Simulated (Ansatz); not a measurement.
## TiO2: pressure against volume

TiO2, P3_121, a = 5.562 Å, c = 6.060 Å. This isn't the usual stable structure of the compound. Ansatz: r2SCAN, PAW, 500 eV, Γ-centred 6×6×4 mesh on 9 atoms, Gaussian smearing 0.02 eV; no spin polarisation. Shape and atoms are relaxed at each volume; pressure is positive in compression.

```
V (Å³/atom) P (GPa)
     16.958     0.54
     17.499        ?
     18.040     0.01
     18.581    -0.22
     19.122    -0.36
```

Question: Take V0 = 18.040 Å³/atom, count pressures from its P0 = 0.01 GPa, fit the third-order Birch–Murnaghan form to the other rows, and predict the missing pressure.

Answer: With the Eulerian strain f = ½[(V0/V)^(2/3) − 1] and y = (P − P0)/[3f(1 + 2f)^(5/2)], the form is the line y = B0 + 1.5 B0 (B0′ − 4) f. Rows (f, y): 0.02105, 7.57; -0.00975, 8.26; -0.01904, 7.14. Means f = -0.002580, y = 7.6567; Σ(Δf)² = 0.0008807, ΣΔfΔy = 0.002131; the slope is their ratio. y = 7.663 + 2.419 f GPa, so B0 = 7.7 GPa and B0′ = 4 + 2 × (2.419)/(3 × 7.663) = 4.21. At V = 17.499, f = 0.01025, y = 7.688 and P = 0.26 GPa. The run gave 0.24 GPa, so the fit is 0.02 GPa too high, within twice the rms miss on the fitted rows (0.02 GPa).

Cost: 5 runs of about 23 core-minutes in all, on Intel Xeon Processor @ 2.50GHz (Skylake/Cascade Lake) (shared hosts).